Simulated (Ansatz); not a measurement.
MgO:

```
Mg O
1.0
     0.00000    2.09700    2.09700
     2.09700    0.00000    2.09700
     2.09700    2.09700    0.00000
Mg O
1 1
Direct
  0.00000 0.00000 0.00000
  0.50000 0.50000 0.50000
```

The cell is a database's computed one.

Base run:

| Item | Value |
| --- | --- |
| Program | Ansatz 0.2.0 |
| Functional | PBE |
| Potentials or basis | all-electron LAPW, scalar-relativistic |
| Cutoff | 316 eV |
| Density cutoff | 1266 eV |
| Basis error allowed | 0.001 eV/atom |
| k mesh | 11 × 11 × 11 |
| Occupations | fermi-dirac, width 0.05 eV |
| Spin | no spin polarisation |

Its results: band gap on the k mesh 4.86 eV, direct; pressure 7.0 GPa.

Problem. After a change of settings the same cell gave: band gap on the k mesh 5.14 eV, direct; pressure 9.5 GPa. Which change was it?
A. functional from PBE to PBEsol
B. functional from PBE to RPBE; occupations from fermi-dirac, width 0.05 eV to gaussian, width 0.05 eV
C. functional from PBE to BLYP
D. potentials or basis from all-electron LAPW, scalar-relativistic to all-electron PAW datasets made for the crystal; k mesh from 11 × 11 × 11 to 6 × 6 × 6

Solution. C.

BLYP binds less tightly than PBE, so the same cell stands under more pressure.

Caveats: an odd mesh through Γ misses points on the zone boundary, where band edges often lie (some runs).

Not every run made on this cell is shown here.
